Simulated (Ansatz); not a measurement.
# MgO2 (Pa-3) in Ansatz: band structure with r2SCAN

Aim: the band structure of MgO2 with r2SCAN.

All numbers are computed with Ansatz 0.2.0; they aren't measurements. Logs are shortened: lines on timing, memory, paths and dates and some standing lists are left out, and cuts for length are marked.

### Step 1. The crystal as given

It takes space group Pa-3 (No. 205, cubic). Conventional cell: a = 4.829 Å, b = 4.829 Å, c = 4.829 Å, α = 90.00°, β = 90.00°, γ = 90.00°. Around Mg (site symmetry -3) lie 6 O at 2.07 Å. O (site symmetry 3) has 1 O at 1.50 Å as nearest neighbours.

The cell is a database's computed one.

### Step 2. Band structure, r2SCAN

Input file input.yaml:

```yaml
crystal:
  lattice:
    - [4.82861247, 0.0, 0.0]
    - [0.0, 4.82861247, 0.0]
    - [0.0, 0.0, 4.82861247]
  atoms:
    - { symbol: Mg, position: [0.0, 0.0, 0.0] }
    - { symbol: Mg, position: [0.5, 0.0, 0.5] }
    - { symbol: Mg, position: [0.5, 0.5, 0.0] }
    - { symbol: Mg, position: [0.0, 0.5, 0.5] }
    - { symbol: O, position: [0.58942444, 0.91057556, 0.08942444] }
    - { symbol: O, position: [0.91057556, 0.08942444, 0.58942444] }
    - { symbol: O, position: [0.08942444, 0.58942444, 0.91057556] }
    - { symbol: O, position: [0.41057556, 0.41057556, 0.41057556] }
    - { symbol: O, position: [0.58942444, 0.58942444, 0.58942444] }
    - { symbol: O, position: [0.91057556, 0.41057556, 0.08942444] }
    - { symbol: O, position: [0.08942444, 0.91057556, 0.41057556] }
    - { symbol: O, position: [0.41057556, 0.08942444, 0.91057556] }
hamiltonian:
  xc: r2scan
  pseudopotentials: { kind: paw }
kpoints:
  mp_grid: { grid: [6, 6, 6] }
  band_path:
    path:
      - [[0.0, 0.0, 0.0], [0.0, 0.5, 0.0], [0.5, 0.5, 0.0], [0.0, 0.0, 0.0], [0.5, 0.5, 0.5], [0.0, 0.5, 0.0]]
      - [[0.5, 0.5, 0.0], [0.5, 0.5, 0.5]]
    npoints: 10
scf:
  occupations: { method: fermi_dirac, width: 0.05 }
  n_extra_bands: 30
output:
  forces: true
  stress: true
  eigenvalues: true
  fatbands: true
```

Potentials or basis: Ansatz PAW.

On the command line:

```
$ ansatz run input.yaml --threads 4 --pin off --max-ram 11264MiB --backend cpu --events-out ev --progress --plain --runs-dir out
```

Output:

```text
Warning: RAYON_NUM_THREADS=4 ignored (pool sized by the plan → 4); use --threads N
scf.n_extra_bands = 30 over 44 filled bands (N_el = 88.0): the run solves 74 bands
Engine: ansatz 0.2.0, aarch64-unknown-linux-gnu
Pseudopotentials: kind: paw
Pseudopotential: Mg, paw, valence charge 10, recommended cutoff 500 eV (meta_gga), Mg.paw.azcp
Pseudopotential: O, paw, valence charge 6, recommended cutoff 500 eV (meta_gga), O.paw.azcp
Functional definition: r2SCAN
  parameter k0 = 0.174
  parameter k1 = 0.065
  parameter a1 = 4.9479
  exchange = r2scan_x(k0 = k0, k1 = k1, a1 = a1)
  correlation = r2scan_c
Crystal: 12 atoms, lattice volume = 112.582 Å³
Basis set: ecut = 500 eV, 2897 PW (Γ), exchange–correlation on 144×144×144 points (64 copies of the dense FFT grid, shifted against one another)
Bands: 74, of which v1, the nominal top of the filled ones, is band 44 counted from 1 (43 counted from 0)
Symmetry: 24 space group operations
Space group: Pa-3 (ITA 205), of the structure as read, at distance tolerance 4.8e-5 Å
k-points: 24 of 216
Non-local potential: Mg, projectors of the file, l = 0: 3, l = 1: 2, l = 2: 1
Non-local potential: O, projectors of the file, l = 0: 2, l = 1: 2, l = 2: 1
PAW form: soft (Blöchl's): semilocal exchange-correlation on the pseudo side does not see the compensation charge
PAW frozen core: Mg, regenerated for the run's functional (the file was generated under x = pbe(κ = 0.804, μ = 0.2195149727645171), c = pbe(β = 0.06672455060314922))
PAW frozen core: O, regenerated for the run's functional (the file was generated under x = pbe(κ = 0.804, μ = 0.2195149727645171), c = pbe(β = 0.06672455060314922))
PAW one-centre angular grid: Mg, 302 points (default); XC on 224 Gauss nodes
PAW one-centre angular grid: O, 302 points (default); XC on 160 Gauss nodes
Initial density: superposition of atomic densities (neutral atoms: chi_scale 0, normalization atom), corrected by the library's trained network
Initial wavefunctions: pseudopotential atomic-orbital guess
Functional: x = r2scan, c = r2scan; τ floored in thin density (d = 2e-4 eV/Å³)
SCF iter   1: F=—  HF=-12255.619066 eV  |F-HF|=—  |Δ(HF+E_count)|=         —  Δρ=8.98e-3  dr2=2.56e-2  dr2_τ=5.45e-1  ethr=1.77e-3  ⟨swp⟩=5.8  Hψ=8016  notcnv=0  defer=229
preconditioner: auto → Resta (q_TF=auto, 2.619 Å⁻¹)  ε∞=2.4  [insulator: Δε(μ)=4.618 eV  Ē_g=21.897 eV  σ=0.050 eV  W_gap=1.00  n_scr=32 (ndim 8)  ℏωp=26.2 eV  f_vac=0.000  D(μ)=0.00/eV (n_scr^D=0)  ε∞_Penn≈2.4]
SCF iter   2: F=—  HF=-12255.927091 eV  |F-HF|=—  |Δ(HF+E_count)|=   3.08e-1  Δρ=4.27e-3  dr2=8.25e-3  dr2_τ=8.90e-4  ethr=2.91e-5  ⟨swp⟩=2.0  Hψ=3220  notcnv=0  defer=621
SCF iter   3: F=—  HF=-12255.929010 eV  |F-HF|=—  |Δ(HF+E_count)|=   1.92e-3  Δρ=1.43e-3  dr2=8.70e-4  dr2_τ=1.84e-4  ethr=9.37e-6  ⟨swp⟩=3.0  Hψ=2305  notcnv=0  defer=621
SCF iter   4: F=—  HF=-12255.929282 eV  |F-HF|=—  |Δ(HF+E_count)|=   2.72e-4  Δρ=2.28e-4  dr2=5.32e-5  dr2_τ=6.26e-6  ethr=9.88e-7  ⟨swp⟩=2.0  Hψ=1825  notcnv=0  defer=621
SCF iter   5: F=—  HF=-12255.929299 eV  |F-HF|=—  |Δ(HF+E_count)|=   1.66e-5  Δρ=5.64e-5  dr2=2.50e-6  dr2_τ=3.26e-7  ethr=6.05e-8  ⟨swp⟩=3.0  Hψ=2071  notcnv=0  defer=621
SCF iter   6: F=-12255.929300 eV  HF=-12255.929300 eV  |F-HF|=1.40e-8  |Δ(HF+E_count)|=   1.16e-6  Δρ=7.63e-6  dr2=3.60e-8  dr2_τ=6.65e-9  ethr=1.14e-10  ⟨swp⟩=10.3  Hψ=11038  notcnv=0
SCF 1 converged in 6 iterations: F = -12255.929300 eV  dr2 = 3.60e-8
NSCF: frozen V_eff on 62 k-points
SCF converged after 6 iterations
Free energy (F): -12255.929300 eV
Harris-Foulkes:  -12255.929300 eV  (|F-HF|=1.40e-8)
Internal energy: -12255.929300 eV  (E = F + TS)
E sigma→0 (E₀):  -12255.929300 eV
Fermi energy:    8.875526 eV
--- Per-component energies (eV) ---
  E_band       = -1412.746797
  E_kinetic    = 1717.103358
  E_local      = -8029.945781  (includes V_loc(G=0)·N_el)
  E_nonlocal   = 763.845053
  E_hartree    = 2770.624813
  E_xc         = -698.567197
  E_vxc        = -1008.821392  (∫ρ·V_xc dr)
  E_paw        = -2461.082540  (= ΣΔE_a)
  E_vpaw       = -462.144826  (= ΣTr[D̂ρ^β])
  E_aug_tail   = 0.008135  (compensation charges beyond the density's cutoff)
  E_vtau       = 65.954875  (kinetic-family band-sum trace: ∫τ·v_τ [+ j·A + Jᵃ·Aᵃ] dr)
  E_ewald      = -6317.554781
  E_core_change = -0.360360  (= ΣΔE_core)
  E_smearing   = -0.000000  (= −TS)
  E_closure    = 0.000000  (closes the sum)
  Σ components = -12255.929300   (vs F -12255.929300, Δ=0.00e0)
--- Forces (eV/Å), atoms counted from 1 ---
  atom   1  Mg     0.00000000    -0.00000000    -0.00000000
  atom   2  Mg     0.00000000    -0.00000000     0.00000000
  atom   3  Mg     0.00000000    -0.00000000    -0.00000000
  atom   4  Mg     0.00000000    -0.00000000     0.00000000
  atom   5  O     -0.12136576     0.12136576    -0.12136576
  atom   6  O      0.12136576    -0.12136576    -0.12136576
  atom   7  O     -0.12136576    -0.12136576     0.12136576
  atom   8  O      0.12136576     0.12136576     0.12136576
  atom   9  O     -0.12136576    -0.12136576    -0.12136576
  atom  10  O      0.12136576     0.12136576    -0.12136576
  atom  11  O     -0.12136576     0.12136576     0.12136576
  atom  12  O      0.12136576    -0.12136576     0.12136576
  max |Σ_I F_I| component: 1.11e-16 eV/Å
--- Stress (GPa, compression-positive) ---
        0.156336       0.000000       0.000000
        0.000000       0.156336       0.000000
        0.000000       0.000000       0.156336
  P = ⅓ Tr σ = 0.1563 GPa (1.563 kbar)
--- Band table (eV; the first three rows and the last of 24) ---
  k-point 0: bands = ["-68.6733", "-68.6717", "-68.6717", "-68.6717", "-33.8023", "-33.8023", "-33.8023", "-33.7953", "-33.7895", "-33.7895", "-33.7895", "-33.7868", "-33.7868", "-33.7809", "-33.7809", "-33.7809", "-15.5065", "-14.7016", "-14.7016", "-14.7016", "-8.9889", "-8.9889", "-8.9889", "-8.5773", "0.8245", "1.1336", "1.1336", "1.1336", "1.3469", "1.3469", "1.3469", "2.2474", "2.2474", "3.2632", "3.2632", "3.2632", "4.6901", "4.6901", "4.6901", "6.0894", "6.0894", "6.0894", "6.5801", "6.5801", "11.8720", "11.8720", "11.8720", "11.8735", "14.0446", "18.5241", "18.5241", "18.5241", "19.4636", "19.4636", "19.4636", "20.2730", "20.2730", "20.2730", "22.1816", "22.1816", "22.2729", "22.3584", "22.3584", "22.3584", "22.3864", "22.3864", "22.3864", "25.3675", "25.3675", "25.3675", "28.4554", "29.8871", "29.8871", "30.8650"]
  k-point 1: bands = ["-68.6732", "-68.6718", "-68.6717", "-68.6717", "-33.8014", "-33.8014", "-33.8010", "-33.7951", "-33.7903", "-33.7897", "-33.7889", "-33.7876", "-33.7866", "-33.7825", "-33.7815", "-33.7814", "-15.4530", "-14.7554", "-14.6952", "-14.6951", "-8.9897", "-8.9882", "-8.9710", "-8.6154", "0.6559", "0.7214", "0.9455", "1.0569", "1.5154", "1.5517", "1.8495", "2.1223", "2.3401", "3.0842", "3.1181", "3.2737", "4.8390", "4.9028", "4.9312", "6.0656", "6.0802", "6.1647", "6.4921", "6.5718", "11.6241", "11.7552", "11.8299", "11.8478", "14.4851", "18.3231", "18.4886", "18.5674", "19.2548", "19.2573", "19.5080", "20.2304", "20.4242", "20.6920", "21.2850", "21.3279", "22.0808", "22.2655", "22.4234", "22.4494", "22.7185", "23.1039", "23.8264", "24.7607", "25.5405", "25.5577", "28.3344", "28.5190", "29.9647", "30.1431"]
  k-point 2: bands = ["-68.6729", "-68.6721", "-68.6717", "-68.6717", "-33.7992", "-33.7990", "-33.7975", "-33.7950", "-33.7926", "-33.7902", "-33.7894", "-33.7878", "-33.7863", "-33.7859", "-33.7831", "-33.7828", "-15.3063", "-14.9030", "-14.6822", "-14.6821", "-8.9903", "-8.9877", "-8.9157", "-8.7114", "0.3963", "0.4096", "0.7883", "0.9028", "1.7531", "1.8372", "1.9315", "2.3619", "2.5041", "2.8048", "2.8307", "3.2257", "5.2334", "5.3336", "5.3712", "5.9873", "6.0091", "6.2073", "6.3201", "6.5371", "11.3161", "11.4947", "11.7538", "11.7838", "15.3985", "17.4754", "18.3621", "18.4864", "19.1450", "19.5225", "19.7749", "20.1015", "20.3580", "20.7010", "20.7514", "21.3567", "21.7091", "22.5055", "22.6074", "22.8252", "23.1783", "23.2703", "23.5566", "25.5752", "26.1799", "26.2157", "26.2478", "28.6673", "28.7673", "29.0175"]
  k-point 23: bands = ["-68.6721", "-68.6721", "-68.6721", "-68.6721", "-33.8063", "-33.8063", "-33.8063", "-33.8063", "-33.7848", "-33.7848", "-33.7848", "-33.7848", "-33.7825", "-33.7825", "-33.7825", "-33.7825", "-14.8354", "-14.8354", "-14.8354", "-14.8354", "-9.0354", "-9.0354", "-9.0354", "-9.0354", "1.1079", "1.1079", "1.1079", "1.1079", "1.1472", "1.1472", "1.1472", "1.1472", "3.1824", "3.1824", "3.1824", "3.1824", "5.8660", "5.8660", "5.8660", "5.8660", "6.0281", "6.0281", "6.0281", "6.0281", "11.8006", "11.8006", "11.8006", "11.8006", "17.0401", "17.0401", "17.0401", "17.0401", "19.1159", "19.1159", "19.1159", "19.1159", "22.6969", "22.6969", "22.6969", "22.6969", "23.1000", "23.1000", "23.1000", "23.1000", "23.4354", "23.4354", "23.4354", "23.4354", "23.7957", "23.7957", "23.7957", "23.7957", "28.9888", "28.9888"]
```

It took 20 s on 4 threads of Arm Neoverse V1, shared host; peak memory 0.76 GiB.

Results:

```
Free energy             : -12255.9293 eV
Pressure                : 0.2 GPa
Largest force           : 0.210 eV/Å
Band gap on the k mesh  : 4.65 eV, indirect (least direct gap 4.78 eV)
Band gap along the path : 4.63 eV, indirect (least direct gap 4.76 eV)
```

Forces in eV/Å, atoms in the order of the input:
```
Mg   0.000  0.000  0.000
Mg   0.000  0.000  0.000
Mg   0.000  0.000  0.000
Mg   0.000  0.000  0.000
O   -0.121  0.121 -0.121
O    0.121 -0.121 -0.121
O   -0.121 -0.121  0.121
O    0.121  0.121  0.121
O   -0.121 -0.121 -0.121
O    0.121  0.121 -0.121
O   -0.121  0.121  0.121
O    0.121 -0.121  0.121
```

Levels at the corners of the path, in eV from the valence-band top:
| point | band 40 | band 41 | band 42 | band 43 | band 44 | band 45 | band 46 | band 47 | band 48 | band 49 |
| --- | --- | --- | --- | --- | --- | --- | --- | --- | --- | --- |
| Γ | -0.49 | -0.49 | -0.49 | 0.00 | 0.00 | 5.29 | 5.29 | 5.29 | 5.29 | 7.46 |
| X | -0.84 | -0.70 | -0.70 | -0.12 | -0.12 | 4.71 | 4.71 | 5.15 | 5.15 | 9.86 |
| M | -0.67 | -0.48 | -0.48 | -0.48 | -0.48 | 4.92 | 4.92 | 4.92 | 4.92 | 10.65 |
| Γ | -0.49 | -0.49 | -0.49 | 0.00 | 0.00 | 5.29 | 5.29 | 5.29 | 5.29 | 7.46 |
| R | -0.71 | -0.55 | -0.55 | -0.55 | -0.55 | 5.22 | 5.22 | 5.22 | 5.22 | 10.46 |
| X | -0.84 | -0.70 | -0.70 | -0.12 | -0.12 | 4.71 | 4.71 | 5.15 | 5.15 | 9.86 |
| M | -0.67 | -0.48 | -0.48 | -0.48 | -0.48 | 4.92 | 4.92 | 4.92 | 4.92 | 10.65 |
| R | -0.71 | -0.55 | -0.55 | -0.55 | -0.55 | 5.22 | 5.22 | 5.22 | 5.22 | 10.46 |

Caveat: the PAW data sets come from PBE, with cores solved anew for the run's functional, which leaves a small shift of forces and pressure. r2SCAN opens gaps a little over a GGA but as a rule still falls short of measured ones.
